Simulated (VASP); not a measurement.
# What goes wrong when the modes of ZnSe (Stilleite) are computed with a bad input

Some phonon runs on ZnSe (Stilleite) get a fault in the input on purpose. Which of them show, and how? The starting structure is a measured crystal structure from the Crystallography Open Database.

Main program and level: VASP 6.6.1; Kohn-Sham DFT with plane waves and PAW; LDA.

## 1. The structure

Symmetry: F-43m, No. 216, cubic system. The conventional cell has a = 5.668 Å, b = 5.668 Å, c = 5.668 Å, α = 90.00°, β = 90.00°, γ = 90.00°. Nearest to Se lie 4 Zn at 2.45 Å. Nearest to Zn lie 4 Se at 2.45 Å. Farther neighbours and most contacts between anions are not listed.

## 2. Reference modes

The cell comes from a relaxation at this level, not shown (43.30 Å³).

The input, INCAR:

```
SYSTEM = ZnSe
PREC = Accurate
ENCUT = 450
EDIFF = 1E-08
NELM = 100
ISMEAR = 0
SIGMA = 0.03
LREAL = .FALSE.
ALGO = Normal
GGA = CA
NBANDS = 15
LORBIT = 11
LWAVE = .FALSE.
LCHARG = .FALSE.
KPAR = 4
IBRION = 8
LEPSILON = .TRUE.
LPEAD = .TRUE.
ISIF = 2
```

The input, POSCAR:

```
ZnSe
1.0
    0.0000000000      2.7871508725      2.7871508725
    2.7871508725      0.0000000000      2.7871508725
    2.7871508725      2.7871508725      0.0000000000
Se Zn
1 1
Direct
    0.7500000000      0.7500000000      0.7500000000
    0.0000000000      0.0000000000      0.0000000000
```

The input, KPOINTS:

```
Automatic mesh
0
Gamma
10 10 10
0 0 0
```

Potentials, in the order of the species: Se and Zn (LDA family, release 64).

Launch:

```
$ mpirun -np 4 vasp_std
```

The program printed:

```text
[banner, memory and clock lines left out]
running    4 mpi-ranks, on    1 nodes
 distrk:  each k-point on    1 cores,    4 groups
 distr:  one band on    1 cores,    1 groups

 POSCAR found type information on POSCAR SeZn
 POSCAR found :  2 types and       2 ions
 LDA part: xc-table for (Slater(with rela. corr.)+CA(PZ))
 , standard interpolation
 POSCAR, INCAR and KPOINTS ok, starting setup
 FFT: planning ... GRIDC
 FFT: planning ... GRID_SOFT
 FFT: planning ... GRID
 WAVECAR not read
 entering main loop
       N       E                     dE             d eps       ncg     rms          rms(c)
DAV:   1     0.814905449658E+02    0.81491E+02   -0.82404E+03  1410   0.125E+03
DAV:   2    -0.257341579577E+01   -0.84064E+02   -0.79968E+02  1571   0.247E+02
DAV:   3    -0.764096441506E+01   -0.50675E+01   -0.50442E+01  1718   0.616E+01
DAV:   4    -0.768353926669E+01   -0.42575E-01   -0.42570E-01  1662   0.606E+00
DAV:   5    -0.768375509528E+01   -0.21583E-03   -0.21583E-03  1837   0.393E-01    0.525E+00
DAV:   6    -0.740356305122E+01    0.28019E+00   -0.59389E-01  2021   0.272E+01    0.397E+00
DAV:   7    -0.737736612609E+01    0.26197E-01   -0.16327E-01  1641   0.411E+00    0.164E+00
DAV:   8    -0.737294147663E+01    0.44246E-02   -0.35913E-03  2121   0.843E-01    0.425E-01
DAV:   9    -0.737238264820E+01    0.55883E-03   -0.95968E-04  1648   0.260E-01    0.589E-02
DAV:  10    -0.737240010269E+01   -0.17454E-04   -0.11765E-04  1800   0.117E-01    0.182E-02
DAV:  11    -0.737239311528E+01    0.69874E-05   -0.15432E-05  2108   0.647E-02    0.448E-03
DAV:  12    -0.737239316413E+01   -0.48846E-07   -0.25154E-06  1690   0.117E-02    0.118E-03
DAV:  13    -0.737239318732E+01   -0.23192E-07   -0.86124E-08  1627   0.253E-03    0.500E-04
DAV:  14    -0.737239318799E+01   -0.66757E-09   -0.68186E-10  1027   0.420E-04
   1 F= -.73723932E+01 E0= -.73723932E+01  d E =-.286568E-17
 Linear response reoptimize wavefunctions to high precision
DAV:   1    -0.737239318718E+01    0.81081E-09   -0.14421E-09  1300   0.721E-04
DAV:   2    -0.737239318724E+01   -0.57753E-10   -0.45799E-10   880   0.154E-04
 Linear response to external field (no local field effect), progress :
  Direction:   1
       N       E                     dE             d eps       ncg     rms          rms(c)
RMM:   1    -0.895588622579E+00   -0.89559E+00   -0.36782E+00  1146   0.381E+00
RMM:   2    -0.956762216863E+00   -0.61174E-01   -0.15137E-02  1263   0.720E-01
RMM:   3    -0.957054040695E+00   -0.29182E-03   -0.57707E-04  1258   0.117E-01
RMM:   4    -0.957055278427E+00   -0.12377E-05   -0.43787E-05  1275   0.244E-02
RMM:   5    -0.957055149304E+00    0.12912E-06   -0.36706E-06  1273   0.683E-03
RMM:   6    -0.957055112502E+00    0.36802E-07   -0.41157E-07   867   0.185E-03
RMM:   7    -0.957055102004E+00    0.10499E-07   -0.42873E-08   360   0.602E-04
RMM:   8    -0.957055101451E+00    0.55260E-09   -0.58067E-09   282   0.201E-04
 change of polarisation eV/A/(eV/A) component  1 :     1.914     0.936     0.230
 dielectric tensor                  component  1 :     8.999     3.913     0.962
 Linear response to external field (no local field effect), progress :
  Direction:   2
       N       E                     dE             d eps       ncg     rms          rms(c)
RMM:   1    -0.963137138283E+00   -0.96314E+00   -0.40102E+00  1153   0.382E+00
RMM:   2    -0.102705121223E+01   -0.63914E-01   -0.16035E-02  1265   0.727E-01
RMM:   3    -0.102729430130E+01   -0.24309E-03   -0.56892E-04  1254   0.123E-01
RMM:   4    -0.102729366598E+01    0.63532E-06   -0.47727E-05  1275   0.265E-02
RMM:   5    -0.102729353945E+01    0.12653E-06   -0.44695E-06  1273   0.781E-03
RMM:   6    -0.102729349084E+01    0.48605E-07   -0.51083E-07   835   0.212E-03
RMM:   7    -0.102729348003E+01    0.10818E-07   -0.56503E-08   367   0.707E-04
RMM:   8    -0.102729347974E+01    0.28431E-09   -0.13757E-08   289   0.229E-04
 change of polarisation eV/A/(eV/A) component  2 :     0.936     2.055    -0.332
 dielectric tensor                  component  2 :     3.913     9.586    -1.386
 Linear response to external field (no local field effect), progress :
  Direction:   3
       N       E                     dE             d eps       ncg     rms          rms(c)
RMM:   1    -0.448784134340E+00   -0.44878E+00   -0.16235E+00  1132   0.326E+00
RMM:   2    -0.493284221335E+00   -0.44500E-01   -0.11641E-02  1268   0.617E-01
RMM:   3    -0.493440663478E+00   -0.15644E-03   -0.23905E-04  1260   0.846E-02
RMM:   4    -0.493441993318E+00   -0.13298E-05   -0.16845E-05  1277   0.157E-02
RMM:   5    -0.493442015425E+00   -0.22107E-07   -0.10023E-06  1241   0.387E-03
RMM:   6    -0.493442017285E+00   -0.18605E-08   -0.81107E-08   821   0.105E-03
 change of polarisation eV/A/(eV/A) component  3 :     0.231    -0.332     0.987
 dielectric tensor                  component  3 :     0.965    -1.386     5.124
 Linear response to external field, progress :
  Direction:   1
       N       E                     dE             d eps       ncg     rms          rms(c)
RMM:   1    -0.769471183923E+00   -0.76947E+00   -0.31071E+00  4119   0.362E+00
RMM:   2    -0.825625036873E+00   -0.56154E-01   -0.14213E-02  4598   0.690E-01    0.138E+00
RMM:   3    -0.786323247246E+00    0.39302E-01   -0.27103E-02  8995   0.855E-01    0.736E-01
RMM:   4    -0.798974771873E+00   -0.12652E-01   -0.25838E-02 10781   0.853E-01    0.141E-01
RMM:   5    -0.807016333395E+00   -0.80416E-02   -0.66848E-04  8725   0.160E-01    0.283E-02
RMM:   6    -0.807490044803E+00   -0.47371E-03   -0.52907E-05  9203   0.388E-02    0.141E-02
RMM:   7    -0.807790995881E+00   -0.30095E-03   -0.42377E-06  9153   0.110E-02    0.105E-03
RMM:   8    -0.807809283350E+00   -0.18287E-04   -0.19116E-06  9218   0.211E-03    0.777E-04
RMM:   9    -0.807808199134E+00    0.10842E-05    0.20247E-07  9128   0.792E-04    0.741E-05
RMM:  10    -0.807808876553E+00   -0.67742E-06   -0.11731E-06  8177   0.246E-04    0.500E-05
RMM:  11    -0.807809019020E+00   -0.14247E-06   -0.23041E-08  6966   0.125E-04    0.720E-06
 change of polarisation eV/A/(eV/A) component  1 :     1.527     0.366     0.205
 dielectric tensor                  component  1 :     7.382     1.531     0.855
 Linear response to external field, progress :
  Direction:   2
       N       E                     dE             d eps       ncg     rms          rms(c)
RMM:   1    -0.769436872365E+00   -0.76944E+00   -0.31068E+00  4119   0.362E+00
RMM:   2    -0.825632154922E+00   -0.56195E-01   -0.14208E-02  4598   0.690E-01    0.138E+00
RMM:   3    -0.786323717433E+00    0.39308E-01   -0.27015E-02  8966   0.855E-01    0.736E-01
RMM:   4    -0.798973095338E+00   -0.12649E-01   -0.25746E-02 10772   0.853E-01    0.141E-01
RMM:   5    -0.807014164523E+00   -0.80411E-02   -0.64090E-04  8722   0.160E-01    0.283E-02
RMM:   6    -0.807488972992E+00   -0.47481E-03   -0.40288E-05  9197   0.390E-02    0.142E-02
RMM:   7    -0.807792048401E+00   -0.30308E-03   -0.77686E-07  9136   0.111E-02    0.104E-03
RMM:   8    -0.807809180425E+00   -0.17132E-04    0.41357E-07  9221   0.211E-03    0.779E-04
RMM:   9    -0.807809421372E+00   -0.24095E-06   -0.34655E-07  9128   0.794E-04    0.748E-05
RMM:  10    -0.807809785533E+00   -0.36416E-06    0.25065E-07  8189   0.246E-04    0.485E-05
RMM:  11    -0.807809851805E+00   -0.66272E-07   -0.85449E-08  6934   0.125E-04    0.754E-06
 change of polarisation eV/A/(eV/A) component  2 :     0.333     1.527     0.172
 dielectric tensor                  component  2 :     1.394     7.382     0.720
 Linear response to external field, progress :
  Direction:   3
       N       E                     dE             d eps       ncg     rms          rms(c)
RMM:   1    -0.769412627519E+00   -0.76941E+00   -0.31065E+00  4119   0.362E+00
RMM:   2    -0.825607220785E+00   -0.56195E-01   -0.14032E-02  4596   0.690E-01    0.138E+00
RMM:   3    -0.786322225373E+00    0.39285E-01   -0.27143E-02  8966   0.855E-01    0.736E-01
RMM:   4    -0.798967265504E+00   -0.12645E-01   -0.25782E-02 10770   0.853E-01    0.141E-01
RMM:   5    -0.807014906036E+00   -0.80476E-02   -0.64430E-04  8723   0.160E-01    0.283E-02
RMM:   6    -0.807489210279E+00   -0.47430E-03   -0.42508E-05  9194   0.387E-02    0.141E-02
RMM:   7    -0.807793134257E+00   -0.30392E-03   -0.98297E-07  9145   0.110E-02    0.104E-03
RMM:   8    -0.807809606260E+00   -0.16472E-04   -0.24947E-07  9231   0.210E-03    0.776E-04
RMM:   9    -0.807808678736E+00    0.92752E-06   -0.16858E-07  9128   0.790E-04    0.743E-05
RMM:  10    -0.807809829910E+00   -0.11512E-05   -0.27130E-07  8185   0.245E-04    0.490E-05
RMM:  11    -0.807809314715E+00    0.51519E-06   -0.72088E-08  6930   0.124E-04    0.729E-06
 change of polarisation eV/A/(eV/A) component  3 :     0.270     0.301     1.527
 dielectric tensor                  component  3 :     1.128     1.258     7.382
 Linear response DOF=           2
 Linear response progress:
  Degree of freedom:   1/  2
       N       E                     dE             d eps       ncg     rms          rms(c)
RMM:   1    -0.824772744569E-01   -0.82477E-01    0.10520E-01 12304   0.176E+00
RMM:   2    -0.819006341539E-01    0.57664E-03   -0.32414E-03  8129   0.501E-01    0.121E-01
RMM:   3    -0.820676543198E-01   -0.16702E-03   -0.17434E-04  9001   0.103E-01    0.663E-02
RMM:   4    -0.823558942633E-01   -0.28824E-03   -0.51093E-05  9126   0.451E-02    0.818E-03
RMM:   5    -0.823608834768E-01   -0.49892E-05   -0.34413E-06  9190   0.874E-03    0.391E-03
RMM:   6    -0.823519797660E-01    0.89037E-05   -0.48939E-07  9127   0.228E-03    0.167E-03
RMM:   7    -0.823478171593E-01    0.41626E-05    0.67567E-09  9169   0.888E-04    0.316E-04
RMM:   8    -0.823498044335E-01   -0.19873E-05   -0.11282E-08  9402   0.316E-04    0.435E-05
RMM:   9    -0.823499787881E-01   -0.17435E-06   -0.81877E-09  9568   0.128E-04    0.123E-05
RMM:  10    -0.823498523966E-01    0.12639E-06   -0.53903E-10  9644   0.648E-05    0.409E-06
RMM:  11    -0.823498742194E-01   -0.21823E-07   -0.29615E-09  8646   0.517E-05    0.200E-06
RMM:  12    -0.823498694168E-01    0.48026E-08   -0.31129E-09  5777   0.475E-05    0.232E-07
 first order change of Fermi-energy   0.31772E-03
 force on displaced ion       1 direction 1 :  -6.291   0.000   0.000
 Born effective charge ion    1 direction 1 :  -1.973   0.000   0.000
 Linear response progress:
  Degree of freedom:   2/  2
       N       E                     dE             d eps       ncg     rms          rms(c)
RMM:   1    -0.212880802942E+00   -0.21288E+00   -0.88986E-03  7183   0.206E+00
RMM:   2    -0.211072356938E+00    0.18084E-02   -0.24989E-03  8178   0.383E-01    0.893E-02
RMM:   3    -0.210835428041E+00    0.23693E-03   -0.41176E-05  9206   0.473E-02    0.536E-02
RMM:   4    -0.210544961631E+00    0.29047E-03   -0.18217E-05  9553   0.284E-02    0.275E-03
RMM:   5    -0.210563045698E+00   -0.18084E-04   -0.11193E-06  9810   0.550E-03    0.712E-04
RMM:   6    -0.210560860484E+00    0.21852E-05    0.17853E-07  9976   0.107E-03    0.330E-04
RMM:   7    -0.210560571303E+00    0.28918E-06    0.29337E-08  9797   0.376E-04    0.363E-05
RMM:   8    -0.210560250729E+00    0.32057E-06    0.61171E-08  9843   0.172E-04    0.113E-05
RMM:   9    -0.210560259743E+00   -0.90141E-08    0.32685E-10 10125   0.108E-04    0.440E-06
 first order change of Fermi-energy  -0.47113E-04
 force on displaced ion       2 direction 1 :  -6.247   0.000   0.000
 Born effective charge ion    2 direction 1 :   1.971   0.000   0.000
 Born effective charges drift removed
 Linear response finished
```

The job ended after 68 s (4 MPI ranks of Intel Xeon 6975P-C (Granite Rapids), shared host; peak memory 1.6 GiB; 4.5 min of CPU time).

The logs omit lines about the potential files and the build; timing stands in the text.

OUTCAR, selected parts (step 2):

```text
ion  position               nearest neighbor table
   1  0.750  0.750  0.750-   2 2.41   2 2.41   2 2.41   2 2.41
   2  0.000  0.000  0.000-   1 2.41   1 2.41   1 2.41   1 2.41

  LATTYP: Found a face centered cubic cell.
 ALAT       =     5.5743017450

 Subroutine GETGRP returns: Found 24 space group operations
 (whereof 24 operations were pure point group operations)

The static configuration has the point symmetry T_d .

 Found     47 irreducible k-points:

   k-points           NKPTS =     47   k-points in BZ     NKDIM =     47   number of bands    NBANDS=     15

   dimension x,y,z NGX =    28 NGY =   28 NGZ =   28
   dimension x,y,z NGXF=    56 NGYF=   56 NGZF=   56

   ENCUT  =  450.0 eV  33.07 Ry    5.75 a.u.   6.82  6.82  6.82*2*pi/ulx,y,z

   NELECT =      18.0000    total number of electrons

 k-points in reciprocal lattice and weights: Automatic mesh
   0.00000000  0.00000000  0.00000000       0.001
   0.10000000  0.00000000  0.00000000       0.008
   0.20000000  0.00000000  0.00000000       0.008
   0.30000000  0.00000000  0.00000000       0.008
   0.40000000  0.00000000  0.00000000       0.008
   0.50000000  0.00000000  0.00000000       0.004
   0.10000000  0.10000000  0.00000000       0.006
   0.20000000  0.10000000  0.00000000       0.024
   0.30000000  0.10000000  0.00000000       0.024
[...]
-0.30000000  0.40000000  0.20000000       0.024
  -0.30000000  0.50000000  0.20000000       0.012

 average (electrostatic) potential at core
       1 -61.8339       2 -37.8816

  Total        0.0051090      0.0051090      0.0051090     -0.0000000     -0.0000000      0.0000000
  in kB        0.1890320      0.1890320      0.1890320     -0.0000000     -0.0000000      0.0000000
  external PRESSURE =       0.1890320 kB  Pullay stress =       0.0000000 kB

  energy-cutoff  :      450.00
  volume of cell :       43.30
      direct lattice vectors                 reciprocal lattice vectors
     0.000000000  2.787150872  2.787150872    -0.179394666  0.179394666  0.179394666
     2.787150872  0.000000000  2.787150872     0.179394666 -0.179394666  0.179394666
     2.787150872  2.787150872  0.000000000     0.179394666  0.179394666 -0.179394666

 POSITION                                       TOTAL-FORCE (eV/Angst)
 -----------------------------------------------------------------------------------
      4.18073      4.18073      4.18073        -0.000000     -0.000000      0.000000
      0.00000      0.00000      0.00000         0.000000      0.000000     -0.000000
 -----------------------------------------------------------------------------------
    total drift:                               -0.000001     -0.000001     -0.000001

 MACROSCOPIC STATIC DIELECTRIC TENSOR (including local field effects in DFT)
 ------------------------------------------------------
           7.381855    -0.000000    -0.000000
          -0.000000     7.381855     0.000000
          -0.000000    -0.000000     7.381855
 ------------------------------------------------------

 PIEZOELECTRIC TENSOR (including local field effects)  for field in x, y, z        (C/m^2)
          XX          YY          ZZ          XY          YZ          ZX
  --------------------------------------------------------------------------------
  x    -0.00000    -0.00000     0.00000     0.00000     0.68474     0.00000
  y     0.00000     0.00000    -0.00000     0.00000     0.00000     0.68474
  z     0.00000     0.00000     0.00000     0.68474     0.00000     0.00000

 BORN EFFECTIVE CHARGES (including local field effects) (in |e|, cummulative output)
 ---------------------------------------------------------------------------------
 ion    1
    1    -1.97264     0.00000     0.00000
    2     0.00000    -1.97264     0.00000
    3     0.00000     0.00000    -1.97264
 ion    2
    1     1.97264     0.00000     0.00000
    2    -0.00000     1.97264    -0.00000
    3     0.00000     0.00000     1.97264

 Eigenvectors and eigenvalues of the dynamical matrix
 ----------------------------------------------------

   1 f  =    6.543861 THz    41.116293 2PiTHz  218.279714 cm-1    27.063223 meV
             X         Y         Z           dx          dy          dz
      4.180726  4.180726  4.180726     0.000000    0.674346    0.000000
      0.000000  0.000000  0.000000     0.000000   -0.738415    0.000000

   2 f  =    6.543861 THz    41.116293 2PiTHz  218.279714 cm-1    27.063223 meV
             X         Y         Z           dx          dy          dz
      4.180726  4.180726  4.180726    -0.674346    0.000000    0.000000
      0.000000  0.000000  0.000000     0.738415    0.000000    0.000000

   3 f  =    6.543861 THz    41.116293 2PiTHz  218.279714 cm-1    27.063223 meV
             X         Y         Z           dx          dy          dz
      4.180726  4.180726  4.180726     0.000000    0.000000   -0.674346
      0.000000  0.000000  0.000000     0.000000    0.000000    0.738415

   4 f/i=    0.011479 THz     0.072125 2PiTHz    0.382899 cm-1     0.047473 meV
             X         Y         Z           dx          dy          dz
      4.180726  4.180726  4.180726     0.738415    0.000000    0.000000
      0.000000  0.000000  0.000000     0.674346    0.000000    0.000000

   5 f/i=    0.011479 THz     0.072125 2PiTHz    0.382899 cm-1     0.047473 meV
             X         Y         Z           dx          dy          dz
      4.180726  4.180726  4.180726     0.000000   -0.738415    0.000000
      0.000000  0.000000  0.000000     0.000000   -0.674346    0.000000

   6 f/i=    0.011479 THz     0.072125 2PiTHz    0.382899 cm-1     0.047473 meV
             X         Y         Z           dx          dy          dz
      4.180726  4.180726  4.180726     0.000000    0.000000    0.738415
      0.000000  0.000000  0.000000     0.000000    0.000000    0.674346

 MACROSCOPIC STATIC DIELECTRIC TENSOR IONIC CONTRIBUTION
 ------------------------------------------------------
           2.593804    -0.000000     0.000000
          -0.000000     2.593804    -0.000000
           0.000000    -0.000000     2.593804
 ------------------------------------------------------

 ELASTIC MODULI CONTR FROM IONIC RELAXATION (kBar)
 Direction    XX          YY          ZZ          XY          YZ          ZX
 --------------------------------------------------------------------------------
 XX          -0.0000     -0.0000      0.0000     -0.0000      0.0000      0.0000
 YY          -0.0000     -0.0000     -0.0000     -0.0000     -0.0000     -0.0000
 ZZ           0.0000     -0.0000     -0.0000      0.0000     -0.0000      0.0000
 XY          -0.0000     -0.0000      0.0000   -223.0388      0.0000      0.0000
 YZ           0.0000     -0.0000     -0.0000      0.0000   -223.0388      0.0000
 ZX           0.0000     -0.0000      0.0000      0.0000      0.0000   -223.0388
 --------------------------------------------------------------------------------

 PIEZOELECTRIC TENSOR IONIC CONTR  for field in x, y, z        (C/m^2)
          XX          YY          ZZ          XY          YZ          ZX
  --------------------------------------------------------------------------------
  x     0.00000    -0.00000    -0.00000     0.00000    -0.71570     0.00000
  y     0.00000    -0.00000     0.00000     0.00000     0.00000    -0.71570
  z    -0.00000    -0.00000     0.00000    -0.71570     0.00000     0.00000
```

Energies printed during the response cycles are not total energies of the cell.

Reference: the zone-centre mode is T2 218.3 cm⁻¹.

[end of part 1 of 2]

[Lines on the potential files, build, host, timing and source positions are cut from VASP's logs without a mark.]

[Logs are printed without paths, hosts, clocks, repeated set-up lines and the standing remarks that a program may print on its own settings, such as how far it seeks lower states.]

[Hosts, paths, dates, database ids (printed as entryN), source tags and the programs' standing remarks are cut or masked in the printed files.]
